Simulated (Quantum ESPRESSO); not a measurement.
# HgTe (Coloradoite) under changes of volume

One of the cells (33.215 Å³/atom); the others are scaled copies at fixed shape and fractional positions:

```
CELL_PARAMETERS angstrom
0.00000 3.21450 3.21450
3.21450 0.00000 3.21450
3.21450 3.21450 0.00000
ATOMIC_POSITIONS crystal
Hg 0.00000 0.00000 0.00000
Te 0.75000 0.75000 0.75000
```

```yaml
Program: Quantum ESPRESSO 7.5
Functional: PBEsol
Potentials_or_basis: PseudoDojo 0.4.1 SR PBEsol standard
Cutoff: 1088 eV
Density_cutoff: 4354 eV
k_mesh: 7 × 7 × 7
Occupations: fermi-dirac, width 0.05 eV
Spin: no spin polarisation
```

```csv
volume (Å³/atom),energy over the lowest point (meV/atom),pressure (GPa)
31.223,51.63,5.5
31.887,31.62,4.1
32.551,17.03,2.9
33.215,7.24,1.8
33.880,1.73,0.8
34.544,0.00,0.0
35.208,?,?
```

Problem. What does the run at 35.208 Å³/atom give?

Solution. Energy over the lowest point 1.64 meV/atom; pressure -0.8 GPa.

Worked out: A Birch-Murnaghan fit of order 3 (a polynomial in V^(-2/3)) to the other rows has its minimum at 34.54 Å³/atom with B0 = V·E''(V) = 42 GPa and B' = 5.2. It gives 1.64 meV/atom at 35.208 Å³/atom, against the run's 1.64, and -dE/dV = -0.8 GPa, against -0.8.

Energies are extrapolated to zero smearing.
